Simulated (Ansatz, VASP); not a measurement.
**CuO (Tenorite): VASP beside Ansatz**

```
Cu O
1.0
     2.29776   -1.67913    0.00000
     2.29776    1.67913    0.00000
    -0.84334    0.00000    5.05944
Cu O
2 2
Direct
  0.49680 0.00320 0.50000
  0.00320 0.49680 0.00000
  0.40560 0.57140 0.75370
  0.57140 0.40560 0.25370
```

Alike in both runs: functional PBEsol; k mesh 8 × 8 × 5; occupations fermi-dirac, width 0.05 eV; no spin polarisation.

|  | VASP | Ansatz |
| --- | --- | --- |
| version | VASP 6.6.1 | Ansatz 0.2.0 |
| potentials or method | VASP PAW PBE potentials, release 64 (Cu, O) | Ansatz PAW |
| plane-wave cutoff (eV) | 520 | 420 |
| valence electrons in the cell | 34 | 50 |
| task | single point | band structure |

```tsv
	VASP	Ansatz	Ansatz less VASP
gap on the k mesh at the Fermi level (eV)	none	none	-
pressure (GPa)	5.0	4.2	-0.80
largest component of the traceless stress (GPa)	1.97	2.22	+0.251
rms of the force components (eV/Å)	0.472	0.462	-0.0104
```

Atom by atom the forces differ by 0.023 eV/Å (rms over components). A gap of «none» marks a metal or a gap that the smearing closes. The functional is the same, so the differences come from potentials, cutoffs and numerics. The two sets of potentials don't hold the same shells in valence.

Caveats: the run has no spin polarisation, though such a crystal can be magnetic; semilocal functionals often make such compounds metallic where correlation or magnetic order opens a gap, which also shifts bond lengths; the PAW data sets were made with another functional, which shifts forces and pressure a little (VASP); the pressure holds a Pulay correction of +0.8 GPa for the finite cutoff (Ansatz); the PAW data sets come from PBE, with cores solved anew for the run's functional, which leaves a small shift of forces and pressure (Ansatz).
